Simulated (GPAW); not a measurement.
# AlN (P6_3mc) in GPAW: notebook, part 2 of 2

GPAW 26.7.0.

**4. Band structure, BLYP**

run.py reads:

```python
from ase.dft.bandgap import bandgap
from ase.io import write
from ase.spacegroup import crystal
from ase.units import GPa
from gpaw import GPAW, PW, setup_paths

setup_paths.insert(0, '.')

# Al 2b
# N 2b
atoms = crystal(['Al', 'N'],
                basis=[[0.6666666667, 0.3333333333, 0.5],
                       [0.6666666667, 0.3333333333, 0.88]],
                spacegroup=186, setting=1,  # P6_3mc
                cellpar=[3.113, 3.113, 4.981, 90.0, 90.0, 120.0],
                primitive_cell=True)

calc = GPAW(mode=PW(800),
            xc='BLYP',
            kpts={'size': (7, 7, 4), 'gamma': True},
            occupations={'name': 'fermi-dirac', 'width': 0.05},
            nbands=18,
            convergence={'density': 1e-05, 'energy': 1e-05},
            eigensolver='davidson',
            maxiter=150,
            txt='gpaw.txt')
atoms.calc = calc
energy = atoms.get_potential_energy()
forces = atoms.get_forces()
stress = atoms.get_stress()
calc.write('gs.gpw')
write('result.traj', atoms)
print(f'Energy: {energy:.6f} eV')
print('Forces (eV/A):')
print(forces.round(4))
print('Stress (GPa):', (stress / GPa).round(3))
print('Fermi level:', round(calc.get_fermi_level(), 4), 'eV')
print(f'Gap: {bandgap(calc)[0]:.4f} eV, direct: {bandgap(calc, direct=True)[0]:.4f} eV')

path = atoms.cell.bandpath('GMKGALHA,LM,KH', npoints=80, eps=1e-4)
bs_calc = calc.fixed_density(kpts=path, symmetry='off', nbands=29,
                             convergence={'bands': 'CBM+6.0', 'eigenstates': 1e-6}, txt='bands.txt')
bs = bs_calc.band_structure()
bs.write('bs.json')
print(f'Gap on the path: {bandgap(bs_calc)[0]:.4f} eV')
```

Potentials or basis: PAW data sets generated in the run's folder for this functional, pw.

Command:

```console
$ gpaw-setup -f BLYP Al N
$ OMP_NUM_THREADS=1 python run.py
```

gpaw.txt:

```text
__  _  _
 | _ |_)|_||  |
 |__||  | ||/\| - 26.7.0

Input parameters:
  mode=PW(ecut=800.0),
  convergence={'density': 1e-05, 'energy': 1e-05},
  eigensolver=Davidson(niter=2),
  kpts=MonkhorstPack(size=(7, 7, 4), gamma=True),
  maxiter=150,
  nbands=18,
  occupations=Occupations(name='fermi-dirac', width=0.05),
  xc=XC(name='BLYP')

Diagonalizing LCAO Hamiltonian
Converting LCAO to pw mode

           N

           Al
        N

        Al

Atoms  # Å, Bohr magnetons
|   | symbol |         x |        y |        z |    initial magnetic moments |
|---|--------|-----------|----------|----------|-----------------------------|
| 0 |     Al |  1.556500 | 0.898646 | 2.490500 | ( 0.0000,  0.0000,  0.0000) |
| 1 |     Al | -0.000000 | 1.797291 | 0.000000 | ( 0.0000,  0.0000,  0.0000) |
| 2 |      N |  1.556500 | 0.898646 | 4.383280 | ( 0.0000,  0.0000,  0.0000) |
| 3 |      N | -0.000000 | 1.797291 | 1.892780 | ( 0.0000,  0.0000,  0.0000) |

Unit cell  # Å
| periodic |         x |        y |        z |  lengths |     angles |
|----------|-----------|----------|----------|----------|------------|
|      yes |  3.113000 | 0.000000 | 0.000000 | 3.113000 |  90.000000 |
|      yes | -1.556500 | 2.695937 | 0.000000 | 3.113000 |  90.000000 |
|      yes |  0.000000 | 0.000000 | 4.981000 | 4.981000 | 120.000000 |

Number of symmetries: 6
Symmetry operations  # r_c * U_cc + t_c -> r_c
|   | kind |            matrix            |
|---|------|------------------------------|
| 0 |  σ   |  1, 1, 0,  0,-1, 0,  0, 0, 1 |
| 1 |  E   |  1, 0, 0,  0, 1, 0,  0, 0, 1 |
| 2 |  C3  |  0, 1, 0, -1,-1, 0,  0, 0, 1 |
| 3 |  σ   |  0,-1, 0, -1, 0, 0,  0, 0, 1 |
| 4 |  σ   | -1, 0, 0,  1, 1, 0,  0, 0, 1 |
| 5 |  C3  | -1,-1, 0,  1, 0, 0,  0, 0, 1 |

BZ-sampling:
  Number of BZ points: 196
  Number of IBZ points: 28

  Monkhorst-Pack size: [7, 7, 4]
  Monkhorst-Pack shift: [0.0, 0.0, 0.125]

K-points  # in reciprocal-cell coordinates
|     |                                coordinates |     weight |
|-----|--------------------------------------------|------------|
|   0 | (  0.00000000,   0.00000000,   0.00000000) | 0.00510204 |
|   1 | (  0.00000000,   0.00000000,   0.25000000) | 0.01020408 |
|   2 | (  0.00000000,   0.00000000,   0.50000000) | 0.00510204 |
|   3 | (  0.14285714,   0.00000000,  -0.25000000) | 0.03061224 |
|   4 | (  0.14285714,   0.00000000,   0.00000000) | 0.03061224 |
|   5 | (  0.14285714,   0.00000000,   0.25000000) | 0.03061224 |
|   6 | (  0.14285714,   0.00000000,   0.50000000) | 0.03061224 |
[... 62 lines left out ...]
      rc: 0.18  # [Å]
      lmax: 2
    cutoffs:
      filter: 1.11  # [Å]
      core: 0.96  # [Å]
    projectors
    | kind |    occ | energy [eV] | rcut [Å] |
    |------|--------|-------------|----------|
    |   2s |  2.000 |     -18.447 |    0.603 |
    |   2p |  3.000 |      -7.063 |    0.529 |
    |    s |        |       8.764 |    0.603 |
    |    p |        |      20.148 |    0.529 |
    |    d |        |       0.000 |    0.577 |

    Using partial waves for N as LCAO basis

Reference energy: -16182.060368  # eV

eigensolver:
  Davidson
  Converge bands: occupied
  niter=2

density mixing:
  MSR1-Mixer
  Pratt-step length: 0.05
  Maximum mixing coefficient: 0.75
  Old densities: 10
  SVD Regularization: 0.005
  Good broyden scale: 1.0
  Trust region scale: 1.0
  Backstep threshold: 4.0
  History deletion threshold: 6.0
  Fourier metric: weight=20.0, sigma=0.015

occupation numbers:
  Fermi-Dirac:
    width: 0.0500  # eV

poisson solver:
  ecut: 6400.0  # eV

xc functional:
  name: BLYP with 2 nearest neighbor stencil

convergence criteria:
- Maximum integral of absolute [dens]ity change: 1e-05 electrons / valence electron
- Maximum [total energy] change in last 3 cyles: 1e-05 eV / valence electron
- Maximum integral of absolute [eigenst]ate change: 4e-08 eV^2 / valence electron
maximum number of iterations: 150

SCF iterations
|iter     | |      energy | eigst |  dens |
|---------|-|-------------|-------|-------|
|iter:   1| |  -32.703600 | -0.25 |       |
|iter:   2| |  -31.439214 | -1.75 | -0.52 |
|iter:   3| |  -27.797047 | -0.73 | -0.57 |
|iter:   4| |  -27.795040 | -2.29 | -1.20 |
|iter:   5| |  -27.804236 | -3.38 | -1.51 |
|iter:   6| |  -27.804307 | -4.69 | -2.70 |
|iter:   7| |  -27.804351c| -5.62 | -3.04 |
|iter:   8| |  -27.804349c| -6.99 | -3.85 |
|iter:   9| |  -27.804349c| -8.16c| -4.24 |
|iter:  10| |  -27.804350c| -8.82c| -4.68 |
|iter:  11| |  -27.804350c|-10.41c| -5.67c|

Converged in 11 steps
Energy contributions relative to reference atoms: (reference = -16182.060368)

Energy contributions:
  Kinetic:          36.018990
  Coulomb:         -30.418449
  Zero:              0.152033
  External:          0.000000
  Xc:              -33.556923
  Entropy:          -0.000000
  Spinorbit:         0.000000
  ----------------------------
  Free energy:     -27.804350
  Extrapolated:    -27.804350

dipole moment: (-0.000001, -0.000000, -6.951047)  # |e|*Ang

Fermi level: 7.455
Eigenvalues  # (at kpt = [0.000, 0.000, 0.000])
| band index |      eig [eV] | occ [0-2] |
|------------|---------------|-----------|
|          0 |        -8.531 |     2.000 |
|          1 |        -6.413 |     2.000 |
|          2 |         0.688 |     2.000 |
|          3 |         5.706 |     2.000 |
|          4 |         5.706 |     2.000 |
|          5 |         6.348 |     2.000 |
[... 8 lines left out ...]
|         14 |        19.782 |     0.000 |
|         15 |        19.782 |     0.000 |
|        ... |               |           |
|         17 |        21.812 |     0.000 |

Gap: 4.560 eV
Transition (v -> c):
  (s=0, k=0, n=7, [0.00, 0.00, 0.00]) -> (s=0, k=0, n=8, [0.00, 0.00, 0.00])
No difference between direct/indirect transitions

Forces  # eV/Ang
|        x |        y |        z |
|----------|----------|----------|
|  0.00000 |  0.00000 | -0.11597 |  # Al   0
| -0.00000 |  0.00000 | -0.11598 |  # Al   1
| -0.00000 |  0.00000 |  0.11594 |  # N    2
|  0.00000 | -0.00000 |  0.11539 |  # N    3

Stress tensor  # eV/Ang^3
|         x |         y |         z |
|-----------|-----------|-----------|
| -0.038538 |  0.000000 | -0.000000 |
|  0.000000 | -0.038538 |  0.000000 |
| -0.000000 |  0.000000 | -0.051615 |

# Writing to gs.gpw (mode='')
```

stdout:

```text
Energy: -27.804350 eV
Forces (eV/A):
[[ 0.      0.     -0.116 ]
 [-0.      0.     -0.116 ]
 [-0.      0.      0.1159]
 [ 0.     -0.      0.1154]]
Stress (GPa): [-6.175 -6.175 -8.27   0.    -0.     0.   ]
Fermi level: 7.4552 eV
Gap: 4.5598 eV, direct: 4.5598 eV
Gap on the path: 4.5598 eV
```

bands.txt:

```text
Diagonalizing LCAO Hamiltonian
Converting LCAO to pw mode
convergence criteria:
- Maximum integral of absolute [eigenst]ate change: 1e-06 eV^2 / valence electron
maximum number of iterations: 150

SCF iterations
|iter     | |      energy | eigst |  dens |
|---------|-|-------------|-------|-------|
|iter:   1| |             | +0.63 |       |
[... 86 lines left out ...]
         [0.33333333, 0.33333333, 0.        ],
         [0.33333333, 0.33333333, 0.07142857],
         [0.33333333, 0.33333333, 0.14285714],
         [0.33333333, 0.33333333, 0.21428571],
         [0.33333333, 0.33333333, 0.28571429],
         [0.33333333, 0.33333333, 0.35714286],
         [0.33333333, 0.33333333, 0.42857143],
         [0.33333333, 0.33333333, 0.5       ]])),
  maxiter=150,
  nbands=29,
  occupations=Occupations(name='fermi-dirac', width=0.05),
  symmetry=Symmetry(point_group=False, time_reversal=False),
  xc=XC(name='BLYP')
```

It took 35 s on 1 thread of AMD EPYC 9R14 (Zen 4), shared host; peak memory 0.31 GiB.

What came out:

| Property | Result |
| --- | --- |
| Free energy | -27.8043 eV |
| Pressure | 6.9 GPa |
| Largest force | 0.116 eV/Å |
| Band gap on the k mesh | 4.56 eV, direct |
| Band gap along the path | 4.56 eV, direct |

Forces on the atoms (eV/Å):
```
Al   0.000  0.000 -0.116
Al   0.000  0.000 -0.116
N    0.000  0.000  0.116
N    0.000  0.000  0.115
```

Stress tensor (GPa, compression positive):
```
6.17 0.00 0.00
0.00 6.17 0.00
0.00 0.00 8.27
```

Levels at the corners of the path, in eV from the valence-band top:
```csv
point,band 5,band 6,band 7,band 8,band 9,band 10,band 11,band 12
Γ,-0.82,-0.18,-0.18,0.00,4.56,6.88,10.88,11.31
M,-3.26,-2.02,-1.70,-0.65,6.11,6.11,8.44,10.54
K,-3.70,-2.36,-2.32,-2.32,5.43,8.64,9.93,9.93
Γ,-0.82,-0.18,-0.18,0.00,4.56,6.88,10.88,11.31
A,-0.51,-0.51,-0.51,-0.51,6.73,6.73,10.56,10.56
L,-1.41,-1.41,-1.32,-1.32,5.64,5.64,9.49,9.49
H,-3.71,-3.71,-0.77,-0.77,7.74,7.74,8.11,8.11
A,-0.51,-0.51,-0.51,-0.51,6.73,6.73,10.56,10.56
L,-1.41,-1.41,-1.32,-1.32,5.64,5.64,9.49,9.49
M,-3.26,-2.02,-1.70,-0.65,6.11,6.11,8.44,10.54
K,-3.70,-2.36,-2.32,-2.32,5.43,8.64,9.93,9.93
H,-3.71,-3.71,-0.77,-0.77,7.74,7.74,8.11,8.11
```

**5. Band structure, vdW-DF2**

run.py reads:

```python
from ase import Atoms
from ase.dft.bandgap import bandgap
from ase.io import write
from gpaw import GPAW, PW

atoms = Atoms(['Al', 'Al', 'N', 'N'],
              cell=[[3.113, 0.0, 0.0],
                    [-1.5565, 2.695937082, 0.0],
                    [0.0, 0.0, 4.981]],
              scaled_positions=[[0.6666666667, 0.3333333333, 0.5],
                                [0.3333333333, 0.6666666667, 0.0],
                                [0.6666666667, 0.3333333333, 0.88],
                                [0.3333333333, 0.6666666667, 0.38]],
              pbc=True)

calc = GPAW(mode=PW(800),
            xc={'name': 'vdW-DF2', 'backend': 'libvdwxc'},
            kpts={'size': (7, 7, 4), 'gamma': True},
            occupations={'name': 'fermi-dirac', 'width': 0.05},
            nbands=18,
            convergence={'density': 1e-05, 'energy': 1e-05},
            maxiter=150,
            txt='gpaw.txt')
atoms.calc = calc
energy = atoms.get_potential_energy()
forces = atoms.get_forces()
calc.write('gs.gpw')
write('result.traj', atoms)
print(f'Energy: {energy:.6f} eV')
print('Forces (eV/A):')
print(forces.round(4))
print('Fermi level:', round(calc.get_fermi_level(), 4), 'eV')
print(f'Gap: {bandgap(calc)[0]:.4f} eV, direct: {bandgap(calc, direct=True)[0]:.4f} eV')

path = atoms.cell.bandpath('GMKGALHA,LM,KH', npoints=100, eps=1e-4)
bs_calc = calc.fixed_density(kpts=path, symmetry='off', nbands=29,
                             convergence={'bands': 'CBM+6.0', 'eigenstates': 1e-6}, txt='bands.txt')
bs = bs_calc.band_structure()
bs.write('bs.json')
print(f'Gap on the path: {bandgap(bs_calc)[0]:.4f} eV')
```

Potentials or basis: GPAW PAW data sets (gpaw-data 1.2.1), pw.

Command:

```console
$ OMP_NUM_THREADS=1 python run.py
```

It took 37 s on 1 thread of Intel Xeon 6975P-C (Granite Rapids), shared host; peak memory 0.38 GiB.

Results (log left out):

* Free energy: -98.7566 eV
* Largest force: 0.112 eV/Å
* Band gap on the k mesh: 4.69 eV, direct
* Band gap along the path: 4.69 eV, direct

Forces in eV/Å, atoms in the order of the input:
```
Al   0.000  0.000 -0.109
Al   0.000  0.000 -0.109
N    0.000  0.000  0.112
N    0.000  0.000  0.109
```

Levels at the corners of the path, in eV from the valence-band top:
```tsv
point	band 4	band 5	band 6	band 7	band 8	band 9	band 10	band 11	band 12
Γ	-0.80	-0.80	-0.17	-0.17	0.00	4.69	7.02	10.97	11.47
M	-3.99	-3.19	-1.98	-1.65	-0.64	6.28	6.28	8.55	10.66
K	-3.63	-3.63	-2.31	-2.26	-2.26	5.63	8.74	10.08	10.08
Γ	-0.80	-0.80	-0.17	-0.17	0.00	4.69	7.02	10.97	11.47
A	-3.15	-0.50	-0.50	-0.50	-0.50	6.84	6.84	10.71	10.71
L	-5.37	-1.38	-1.38	-1.29	-1.29	5.81	5.81	9.65	9.65
H	-4.65	-3.63	-3.63	-0.75	-0.75	7.87	7.87	8.30	8.30
A	-3.15	-0.50	-0.50	-0.50	-0.50	6.84	6.84	10.71	10.71
L	-5.37	-1.38	-1.38	-1.29	-1.29	5.81	5.81	9.65	9.65
M	-3.99	-3.19	-1.98	-1.65	-0.64	6.28	6.28	8.55	10.66
K	-3.63	-3.63	-2.31	-2.26	-2.26	5.63	8.74	10.08	10.08
H	-4.65	-3.63	-3.63	-0.75	-0.75	7.87	7.87	8.30	8.30
```

Caveat: the PAW data sets were made with another functional, which shifts forces and pressure a little.

**6. Overview**

| task | level | potentials or basis | band path | band points | eigensolver | gap on the mesh (eV) | pressure (GPa) | largest force (eV/Å) |
| --- | --- | --- | --- | --- | --- | --- | --- | --- |
| equation of state | vdW-DF2 | GPAW PAW data sets (gpaw-data 1.2.1), pw | - | - | - | - | - | - |
| band structure | TASK | GPAW PAW data sets (gpaw-data 1.2.1), pw | GMKGALHA,LM,KH | 80 | - | 5.87 | 9.9 | 0.17 |
| band structure | BLYP | PAW data sets generated in the run's folder for this functional, pw | GMKGALHA,LM,KH | 80 | davidson | 4.56 | 6.9 | 0.12 |
| band structure | vdW-DF2 | GPAW PAW data sets (gpaw-data 1.2.1), pw | GMKGALHA,LM,KH | 100 | - | 4.69 | - | 0.11 |

Alike in all rows: no spin polarisation; cell as given; k mesh 7 × 7 × 4; cutoff (eV) 800; smearing fermi-dirac 0.05 eV.

Caveats: the PAW data sets were made with another functional, which shifts forces and pressure a little (some runs).

Total energies depend on the potentials used, so only differences within one code and one set of settings carry meaning.

**7. Comparison with measurements**

Step 3. Against the measured gap of AlN, 6.034 eV (an exciton energy, a little under the gap; 10 K; quoted in “Self-assembly of well-separated AlN nanowires directly on sputtered metallic TiN films”, 2019, arxiv:1910.07391), the calculated 5.87 eV is off by -0.17 eV. 2 values of this kind are on record (6.034 to 6.0343 eV); this one was drawn at random. The value is that of TASK, without temperature or zero-point motion.

Step 4. Against the measured gap of AlN, 6.0343 eV (an exciton energy, a little under the gap; 0 K; quoted in “Structural and optical properties of self-assembled AlN nanowires grown on SiO2/Si substrates by molecular beam epitaxy”, 2024, arxiv:2402.00216), the calculated 4.56 eV is off by -1.47 eV. 2 values of this kind are on record (6.034 to 6.0343 eV); this one was drawn at random. The value is that of BLYP, without temperature or zero-point motion. Semilocal functionals fall short of measured gaps as a rule.

Step 5. A measured gap of AlN is 6.034 eV (an exciton energy, a little under the gap; 10 K; quoted in “Self-assembly of well-separated AlN nanowires directly on sputtered metallic TiN films”, 2019, arxiv:1910.07391); the calculated 4.69 eV misses it by -1.34 eV. 2 values of this kind are on record (6.034 to 6.0343 eV); this one was drawn at random. The value is that of vdW-DF2, without temperature or zero-point motion.
